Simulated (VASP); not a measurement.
# GaP in VASP: one cell, several levels of theory, part 3 of 3

VASP 6.6.1, plane waves, PAW. Earlier steps stand in the parts before.

## 6. PBE+SOC

INCAR reads:

```
ENCUT = 520.000000
SIGMA = 0.010000
EDIFF = 1.00e-07
GGA = PE
PREC = Accurate
IBRION = -1
ISIF = 2
ISMEAR = 0
NBANDS = 29
NELM = 120
NSW = 0
LASPH = .TRUE.
LCHARG = .FALSE.
LWAVE = .FALSE.
LSORBIT = .TRUE.
GGA_COMPAT = .FALSE.
LREAL = .FALSE.
MAGMOM = 0.0 0.0 0.0 0.0 0.0 0.0
```

KPOINTS reads:

```
KPOINTS created by Atomic Simulation Environment
0
Gamma
8 8 8
0 0 0
```

KPOINTS_OPT reads:

```
special points
7
Reciprocal
0.0000000000 0.0000000000 0.0000000000 1
0.5000000000 0.0000000000 0.5000000000 1
0.5000000000 0.2500000000 0.7500000000 1
0.3750000000 0.3750000000 0.7500000000 1
0.5000000000 0.5000000000 0.5000000000 1
0.6250000000 0.2500000000 0.6250000000 1
0.4500000000 0.0000000000 0.4500000000 1
```

POSCAR reads:

```
Ga P
 1.0000000000000000
    -0.0000000000000000    2.7253992941285432    2.7253992941285432
     2.7253992941285432    0.0000000000000000    2.7253992941285432
     2.7253992941285432    2.7253992941285432    0.0000000000000000
 Ga  P
   1   1
Cartesian
  0.0000000000000000 -0.0000000000000000 -0.0000000000000000
  1.3626996470642714  1.3626996470642714  1.3626996470642714
```

OSZICAR:

```text
N       E                     dE             d eps       ncg     rms          rms(c)
DAV:   1     0.128064440823E+03    0.12806E+03   -0.84293E+03  2716   0.183E+03
DAV:   2     0.674128674113E+01   -0.12132E+03   -0.11508E+03  2620   0.440E+02
DAV:   3    -0.884174661400E+01   -0.15583E+02   -0.15383E+02  2952   0.117E+02
DAV:   4    -0.937824168998E+01   -0.53650E+00   -0.53505E+00  3072   0.228E+01
DAV:   5    -0.939091286462E+01   -0.12671E-01   -0.12667E-01  3130   0.331E+00    0.428E+00
DAV:   6    -0.914601443331E+01    0.24490E+00   -0.34100E-01  3695   0.116E+01    0.261E+00
DAV:   7    -0.912157753759E+01    0.24437E-01   -0.15584E-01  2905   0.279E+00    0.119E+00
DAV:   8    -0.912247994171E+01   -0.90240E-03   -0.25624E-02  3215   0.273E+00    0.246E-01
DAV:   9    -0.912225223960E+01    0.22770E-03   -0.30561E-03  3551   0.121E+00    0.137E-01
DAV:  10    -0.912236861163E+01   -0.11637E-03   -0.48470E-04  3714   0.263E-01    0.340E-02
DAV:  11    -0.912244730694E+01   -0.78695E-04   -0.13980E-04  3001   0.178E-01    0.141E-02
DAV:  12    -0.912246413803E+01   -0.16831E-04   -0.36649E-05  2896   0.552E-02    0.895E-03
DAV:  13    -0.912246434179E+01   -0.20376E-06   -0.17117E-06  3356   0.122E-02    0.582E-03
DAV:  14    -0.912246443846E+01   -0.96675E-07   -0.12230E-06  3062   0.203E-02    0.787E-04
DAV:  15    -0.912246449592E+01   -0.57461E-07   -0.15596E-07  2572   0.554E-03
   1 F= -.91224645E+01 E0= -.91224645E+01  d E =-.204126E-18  mag=    -0.0000    -0.0000     0.0000
       N       E                     dE             ncg
DAV:   1     0.316386610732E+03   -0.36219E+04      466
DAV:   2    -0.493187146503E+03   -0.80957E+03      435
DAV:   3    -0.598318308931E+03   -0.10513E+03      474
DAV:   4    -0.601907501085E+03   -0.35892E+01      516
DAV:   5    -0.601991152769E+03   -0.83652E-01      489
DAV:   6    -0.601996478247E+03   -0.53255E-02      655
DAV:   7    -0.601996506851E+03   -0.28604E-04      489
DAV:   8    -0.601996507565E+03   -0.71457E-06      631
DAV:   9    -0.601996507569E+03   -0.37984E-08      392
```

Parts of OUTCAR:

```text
k-points           NKPTS =     43   k-points in BZ     NKDIM =     43   number of bands    NBANDS=     29

   NELECT =      18.0000    total number of electrons

   dimension x,y,z NGX =    30 NGY =   30 NGZ =   30
   dimension x,y,z NGXF=    60 NGYF=   60 NGZF=   60

  energy-cutoff  :      520.00
  volume of cell :       40.49
      direct lattice vectors                 reciprocal lattice vectors
     0.000000000  2.725399294  2.725399294    -0.183459356  0.183459356  0.183459356
     2.725399294  0.000000000  2.725399294     0.183459356 -0.183459356  0.183459356
     2.725399294  2.725399294  0.000000000     0.183459356  0.183459356 -0.183459356

 k-points in reciprocal lattice and weights: KPOINTS created by Atomic Simulation Env
   0.00000000  0.00000000  0.00000000       0.002
   0.12500000  0.00000000  0.00000000       0.008
  -0.12500000  0.00000000  0.00000000       0.008
   0.25000000  0.00000000  0.00000000       0.008
  -0.25000000  0.00000000  0.00000000       0.008
   0.37500000  0.00000000  0.00000000       0.008
  -0.37500000  0.00000000  0.00000000       0.008
   0.50000000  0.00000000  0.00000000       0.008
[... 35 more k-points ...]

 E-fermi :   4.7349

 k-point     1 :       0.0000    0.0000    0.0000
  band No.  band energies     occupation
      1     -10.1378      1.00000
      2     -10.1378      1.00000
      3     -10.1378      1.00000
      4     -10.1378      1.00000
      5      -9.7201      1.00000
      6      -9.7201      1.00000
      7      -9.6532      1.00000
      8      -9.6532      1.00000
      9      -9.6532      1.00000
     10      -9.6532      1.00000
     11      -7.8398      1.00000
     12      -7.8398      1.00000
     13       4.5946      1.00000
     14       4.5946      1.00000
     15       4.6780      1.00000
     16       4.6780      1.00000
     17       4.6780      1.00000
     18       4.6780      1.00000
     19       6.4759      0.00000
     20       6.4759      0.00000
     21       8.4266      0.00000
     22       8.4266      0.00000
     23       8.5954      0.00000
     24       8.5954      0.00000
     25       8.5954      0.00000
     26       8.5954      0.00000
     27      13.4570      0.00000
     28      13.4570      0.00000
     29      14.4379      0.00000

 k-point     2 :       0.1250    0.0000    0.0000
  band No.  band energies     occupation
      1     -10.1406      1.00000
      2     -10.1406      1.00000
      3     -10.1390      1.00000
      4     -10.1342      1.00000
      5      -9.7218      1.00000
      6      -9.7218      1.00000
      7      -9.6581      1.00000
      8      -9.6581      1.00000
      9      -9.6524      1.00000
     10      -9.6470      1.00000
     11      -7.6372      1.00000
     12      -7.6372      1.00000
     13       3.0219      1.00000
     14       3.0219      1.00000
     15       4.3915      1.00000
     16       4.3915      1.00000
     17       4.4484      1.00000
     18       4.4520      1.00000
     19       7.0996      0.00000
     20       7.0996      0.00000
     21       8.8247      0.00000
     22       8.8247      0.00000
     23       8.9430      0.00000
     24       8.9443      0.00000
     25       9.1319      0.00000
     26       9.1319      0.00000
     27      13.8096      0.00000
     28      13.8152      0.00000
     29      13.8221      0.00000

 k-point     3 :      -0.1250    0.0000    0.0000
  band No.  band energies     occupation
      1     -10.1406      1.00000
      2     -10.1406      1.00000
      3     -10.1390      1.00000
      4     -10.1342      1.00000
      5      -9.7218      1.00000
      6      -9.7218      1.00000
      7      -9.6581      1.00000
      8      -9.6581      1.00000
      9      -9.6524      1.00000
     10      -9.6470      1.00000
     11      -7.6372      1.00000
     12      -7.6372      1.00000
     13       3.0219      1.00000
     14       3.0219      1.00000
     15       4.3915      1.00000
     16       4.3915      1.00000
     17       4.4484      1.00000
     18       4.4520      1.00000
     19       7.0996      0.00000
     20       7.0996      0.00000
     21       8.8247      0.00000
     22       8.8247      0.00000
     23       8.9430      0.00000
     24       8.9443      0.00000
     25       9.1319      0.00000
     26       9.1319      0.00000
     27      13.8099      0.00000
     28      13.8152      0.00000
     29      13.8206      0.00000

 k-point     4 :       0.2500    0.0000    0.0000
  band No.  band energies     occupation
      1     -10.1481      1.00000
      2     -10.1481      1.00000
      3     -10.1373      1.00000
      4     -10.1306      1.00000
      5      -9.7236      1.00000
      6      -9.7236      1.00000
      7      -9.6681      1.00000
      8      -9.6681      1.00000
      9      -9.6446      1.00000
     10      -9.6370      1.00000
     11      -7.0636      1.00000
     12      -7.0636      1.00000
     13       0.7761      1.00000
     14       0.7761      1.00000
     15       3.9561      1.00000
     16       3.9561      1.00000
     17       4.0179      1.00000
     18       4.0223      1.00000
     19       6.8063      0.00000
     20       6.8063      0.00000
     21       9.3478      0.00000
     22       9.3478      0.00000
     23       9.4418      0.00000
     24       9.4448      0.00000
     25      11.0029      0.00000
     26      11.0029      0.00000
     27      13.6285      0.00000
     28      13.6293      0.00000
     29      13.6442      0.00000

[... the tables of k-points 5 to 43 left out ...]

  Total        0.6233732      0.6233732      0.6233732      0.0000000      0.0000000      0.0000000
  in kB       24.6682457     24.6682457     24.6682457      0.0000000      0.0000000      0.0000000
  external PRESSURE =      24.6682457 kB  Pullay stress =       0.0000000 kB

 POSITION                                       TOTAL-FORCE (eV/Angst)
 -----------------------------------------------------------------------------------
      0.00000      0.00000      0.00000         0.000000      0.000000      0.000000
      1.36270      1.36270      1.36270        -0.000000     -0.000000     -0.000000
 -----------------------------------------------------------------------------------
    total drift:                                0.000000      0.000000      0.000000

  FREE ENERGIE OF THE ION-ELECTRON SYSTEM (eV)
  ---------------------------------------------------
  free  energy   TOTEN  =        -9.1224644959 eV

  energy  without entropy=       -9.1224644959  energy(sigma->0) =       -9.12246450
```

The levels at the points of KPOINTS_OPT are read from vasprun.xml.

Levels at the named points, in eV from the top of band v (v: the last filled band by count, c: the next):

| point | v−2 | v | c | c+2 |
| --- | --- | --- | --- | --- |
| Γ | 0.00 | 0.00 | 1.80 | 3.75 |
| X | -2.72 | -2.70 | 1.63 | 1.79 |
| W | -3.59 | -3.42 | 4.68 | 4.82 |
| K | -3.95 | -2.28 | 2.16 | 4.77 |
| L | -1.18 | -1.11 | 1.64 | 4.66 |
| U | -3.95 | -2.28 | 2.16 | 4.77 |

PBE+SOC gives an indirect gap of 1.58 eV, from Γ to (0.45, 0.00, 0.45); the least direct gap is 1.80 eV. The pressure is 2.47 GPa; the forces vanish within 0.01 eV/Å.

## 7. Dielectric tensor and Born charges, PBE

INCAR reads:

```
ENCUT = 520.000000
SIGMA = 0.010000
EDIFF = 1.00e-08
GGA = PE
PREC = Accurate
IBRION = -1
ISIF = 2
ISMEAR = 0
NBANDS = 16
NELM = 120
NSW = 0
LASPH = .TRUE.
LCHARG = .FALSE.
LEPSILON = .TRUE.
LWAVE = .FALSE.
LREAL = .FALSE.
```

KPOINTS reads:

```
KPOINTS created by Atomic Simulation Environment
0
Gamma
10 10 10
0 0 0
```

POSCAR is that of step 6.

OSZICAR:

```text
N       E                     dE             d eps       ncg     rms          rms(c)
DAV:   1     0.815656792283E+02    0.81566E+02   -0.89371E+03  1552   0.158E+03
DAV:   2    -0.293034213795E+01   -0.84496E+02   -0.80319E+02  1680   0.313E+02
DAV:   3    -0.928518376967E+01   -0.63548E+01   -0.63326E+01  1856   0.659E+01
DAV:   4    -0.938497537738E+01   -0.99792E-01   -0.99765E-01  1904   0.901E+00
DAV:   5    -0.938685318844E+01   -0.18778E-02   -0.18778E-02  1952   0.105E+00    0.425E+00
DAV:   6    -0.914442946509E+01    0.24242E+00   -0.37744E-01  2328   0.105E+01    0.281E+00
DAV:   7    -0.911740369699E+01    0.27026E-01   -0.95339E-02  2000   0.207E+00    0.112E+00
DAV:   8    -0.911768597155E+01   -0.28227E-03   -0.13284E-02  1720   0.140E+00    0.197E-01
DAV:   9    -0.911808187449E+01   -0.39590E-03   -0.13227E-03  1944   0.503E-01    0.805E-02
DAV:  10    -0.911815154117E+01   -0.69667E-04   -0.10999E-04  2304   0.115E-01    0.389E-02
[... 5 lines left out ...]
   1 F= -.91182220E+01 E0= -.91182220E+01  d E =-.656019E-33
[... 150 lines left out ...]
RMM:   5    -0.115989532945E+01   -0.15628E-01   -0.13741E-03 11534   0.251E-01    0.421E-02
RMM:   6    -0.116588764813E+01   -0.59923E-02   -0.92035E-05 11666   0.915E-02    0.319E-02
RMM:   7    -0.116647001841E+01   -0.58237E-03   -0.28427E-05 11004   0.347E-02    0.234E-03
RMM:   8    -0.116679827022E+01   -0.32825E-03    0.11787E-07 12039   0.120E-02    0.171E-03
RMM:   9    -0.116676407384E+01    0.34196E-04   -0.13623E-06 11393   0.436E-03    0.614E-04
RMM:  10    -0.116676438516E+01   -0.31132E-06    0.31532E-07 11685   0.169E-03    0.215E-04
RMM:  11    -0.116675894051E+01    0.54447E-05   -0.13911E-07 11621   0.715E-04    0.822E-05
RMM:  12    -0.116675793162E+01    0.10089E-05    0.10727E-07 10171   0.303E-04    0.486E-05
RMM:  13    -0.116675715073E+01    0.78089E-06   -0.61214E-08  6237   0.139E-04    0.219E-05
RMM:  14    -0.116675692867E+01    0.22206E-06    0.15448E-08  4277   0.772E-05    0.104E-05
RMM:  15    -0.116675684190E+01    0.86768E-07    0.13209E-08  3609   0.576E-05    0.483E-06
```

OUTCAR, selected sections:

```text
k-points           NKPTS =     47   k-points in BZ     NKDIM =     47   number of bands    NBANDS=     16

   NELECT =      18.0000    total number of electrons

   dimension x,y,z NGX =    30 NGY =   30 NGZ =   30
   dimension x,y,z NGXF=    60 NGYF=   60 NGZF=   60

  energy-cutoff  :      520.00
  volume of cell :       40.49
      direct lattice vectors                 reciprocal lattice vectors
     0.000000000  2.725399294  2.725399294    -0.183459356  0.183459356  0.183459356
     2.725399294  0.000000000  2.725399294     0.183459356 -0.183459356  0.183459356
     2.725399294  2.725399294  0.000000000     0.183459356  0.183459356 -0.183459356

 k-points in reciprocal lattice and weights: KPOINTS created by Atomic Simulation Env
   0.00000000  0.00000000  0.00000000       0.001
   0.10000000  0.00000000  0.00000000       0.008
   0.20000000  0.00000000  0.00000000       0.008
   0.30000000  0.00000000  0.00000000       0.008
   0.40000000  0.00000000  0.00000000       0.008
   0.50000000  0.00000000  0.00000000       0.004
   0.10000000  0.10000000  0.00000000       0.006
   0.20000000  0.10000000  0.00000000       0.024
[... 39 more k-points ...]

 E-fermi :   4.7305

 k-point     1 :       0.0000    0.0000    0.0000
  band No.  band energies     occupation
      1      -9.8999      2.00000
      2      -9.8999      2.00000
      3      -9.8999      2.00000
      4      -9.8002      2.00000
      5      -9.8002      2.00000
      6      -7.8407      2.00000
      7       4.6496      2.00000
      8       4.6496      2.00000
      9       4.6496      2.00000
     10       6.4750      0.00000
     11       8.5398      0.00000
     12       8.5398      0.00000
     13       8.5398      0.00000
     14      13.4562      0.00000
     15      14.4373      0.00000
     16      14.4373      0.00000

 k-point     2 :       0.1000    0.0000    0.0000
  band No.  band energies     occupation
      1      -9.9090      2.00000
      2      -9.8968      2.00000
      3      -9.8968      2.00000
      4      -9.8003      2.00000
      5      -9.8003      2.00000
      6      -7.7105      2.00000
      7       3.4655      2.00000
      8       4.4954      2.00000
      9       4.4954      2.00000
     10       7.0448      0.00000
     11       8.7768      0.00000
     12       8.7768      0.00000
     13       8.8657      0.00000
     14      13.9700      0.00000
     15      13.9700      0.00000
     16      14.0770      0.00000

 k-point     3 :       0.2000    0.0000    0.0000
  band No.  band energies     occupation
      1      -9.9311      2.00000
      2      -9.8893      2.00000
      3      -9.8893      2.00000
      4      -9.7998      2.00000
      5      -9.7998      2.00000
      6      -7.3334      2.00000
      7       1.6579      2.00000
      8       4.1608      2.00000
      9       4.1608      2.00000
     10       6.9733      0.00000
     11       9.2359      0.00000
     12       9.2359      0.00000
     13      10.1937      0.00000
     14      13.5488      0.00000
     15      13.5488      0.00000
     16      14.7574      0.00000

 k-point     4 :       0.3000    0.0000    0.0000
  band No.  band energies     occupation
      1      -9.9559      2.00000
      2      -9.8815      2.00000
      3      -9.8815      2.00000
      4      -9.7977      2.00000
      5      -9.7977      2.00000
      6      -6.7565      2.00000
      7      -0.0501      2.00000
      8       3.8326      2.00000
      9       3.8326      2.00000
     10       6.6436      0.00000
     11       9.4645      0.00000
     12       9.4645      0.00000
     13      11.7897      0.00000
     14      13.9583      0.00000
     15      13.9583      0.00000
     16      14.3890      0.00000

 k-point     5 :       0.4000    0.0000    0.0000
  band No.  band energies     occupation
      1      -9.9746      2.00000
      2      -9.8767      2.00000
      3      -9.8767      2.00000
      4      -9.7945      2.00000
      5      -9.7945      2.00000
      6      -6.1125      2.00000
      7      -1.4025      2.00000
      8       3.6101      2.00000
      9       3.6101      2.00000
     10       6.4051      0.00000
     11       9.4220      0.00000
     12       9.4220      0.00000
     13      12.8117      0.00000
     14      14.7070      0.00000
     15      15.1882      0.00000
     16      15.1882      0.00000

 k-point     6 :       0.5000    0.0000    0.0000
  band No.  band energies     occupation
      1      -9.9815      2.00000
      2      -9.8752      2.00000
      3      -9.8752      2.00000
      4      -9.7929      2.00000
      5      -9.7929      2.00000
      6      -5.7753      2.00000
      7      -1.9800      2.00000
      8       3.5326      2.00000
      9       3.5326      2.00000
     10       6.3221      0.00000
     11       9.3718      0.00000
     12       9.3718      0.00000
     13      12.9365      0.00000
     14      15.5380      0.00000
     15      16.3368      0.00000
     16      16.3368      0.00000

 k-point     7 :       0.1000    0.1000    0.0000
  band No.  band energies     occupation
      1      -9.9149      2.00000
      2      -9.8940      2.00000
      3      -9.8940      2.00000
      4      -9.8028      2.00000
      5      -9.7982      2.00000
      6      -7.6673      2.00000
      7       3.5146      2.00000
      8       4.2024      2.00000
      9       4.2024      2.00000
     10       7.4674      0.00000
     11       8.1649      0.00000
     12       9.1781      0.00000
     13       9.1781      0.00000
     14      13.1729      0.00000
     15      14.3047      0.00000
     16      14.5942      0.00000

 k-point     8 :       0.2000    0.1000    0.0000
  band No.  band energies     occupation
      1      -9.9327      2.00000
      2      -9.8878      2.00000
      3      -9.8864      2.00000
      4      -9.8051      2.00000
      5      -9.7962      2.00000
      6      -7.3725      2.00000
      7       2.1244      2.00000
      8       3.8078      2.00000
      9       3.9132      2.00000
     10       7.6129      0.00000
     11       8.3804      0.00000
     12       9.7755      0.00000
     13      10.0097      0.00000
     14      12.6555      0.00000
     15      14.4617      0.00000
     16      15.2977      0.00000

[... the tables of k-points 9 to 47 left out ...]

 MACROSCOPIC STATIC DIELECTRIC TENSOR (including local field effects in DFT)
 ------------------------------------------------------
          10.644247    -0.000000    -0.000000
           0.000000    10.644247     0.000000
          -0.000000     0.000000    10.644247

 BORN EFFECTIVE CHARGES (including local field effects) (in |e|, cummulative output)
 ---------------------------------------------------------------------------------
 ion    1
    1     2.18257    -0.00000    -0.00000
    2    -0.00000     2.18257    -0.00000
    3     0.00000     0.00000     2.18257
 ion    2
    1    -2.18257     0.00000     0.00000
    2     0.00000    -2.18257     0.00000
    3    -0.00000    -0.00000    -2.18257

  Total        0.6229305      0.6229305      0.6229305      0.0000000      0.0000000     -0.0000000
  in kB       24.6507297     24.6507297     24.6507297      0.0000000      0.0000000     -0.0000000
  external PRESSURE =      24.6507297 kB  Pullay stress =       0.0000000 kB

 POSITION                                       TOTAL-FORCE (eV/Angst)
 -----------------------------------------------------------------------------------
      0.00000      0.00000      0.00000        -0.000000      0.000000     -0.000000
      1.36270      1.36270      1.36270         0.000000     -0.000000      0.000000
 -----------------------------------------------------------------------------------
    total drift:                                0.000002      0.000002      0.000002

  FREE ENERGIE OF THE ION-ELECTRON SYSTEM (eV)
  ---------------------------------------------------
  free  energy   TOTEN  =        -9.1182219614 eV

  energy  without entropy=       -9.1182219614  energy(sigma->0) =       -9.11822196
```

ε∞ with local fields: 10.64. Mean Born charges: Ga +2.18, P -2.18 e.

## 8. Summary

The summary covers parts 1 to 3.

```
  level  gap (eV)  pressure (GPa)  Ansatz: gap (eV)  Ansatz: pressure (GPa)
    PBE      1.60            2.47              1.60                    2.49
 r2SCAN      1.86           -0.03              1.86                    0.03
    LDA      1.45           -2.65              1.45                   -2.76
 PBEsol      1.47           -0.66              1.47                   -0.57
PBE+SOC      1.58            2.47              1.58                    2.48
```

| quantity | VASP | Ansatz |
| --- | --- | --- |
| ε∞, PBE | 10.64 | 10.37 |
| Born charge of Ga (e) | +2.18 | +2.15 |
| Born charge of P (e) | -2.18 | -2.15 |

The gap spans 1.45 eV (LDA) to 1.86 eV (r2SCAN). Spin-orbit coupling changes the PBE gap by -0.02 eV. A measured gap is 2.34 eV (indirect; 10 K; quoted in “Stacking defects in GaP nanowires: Electronic structure and optical properties”, 2018, arxiv:1810.01194). The misses are: PBE -0.74, r2SCAN -0.48, LDA -0.89, PBEsol -0.87, PBE+SOC -0.76 eV; r2SCAN comes nearest. The calculation is for fixed nuclei; the measurement holds lattice motion too. Leaving spin-orbit runs aside: At this one volume the pressure spans -2.7 GPa (LDA) to 2.5 GPa (PBE): PBE wants the largest cell and LDA the smallest. The two programs agree on the gap within 0.02 eV, far less than the spread between functionals. A mean ε∞ of 10.6 means a refractive index near 3.26 below the gap. Ansatz refines its mesh for the response by itself, so the meshes differ. The two codes have different PAW datasets and cutoffs. LDA means the Perdew–Zunger form in VASP and the Perdew–Wang form in Ansatz.
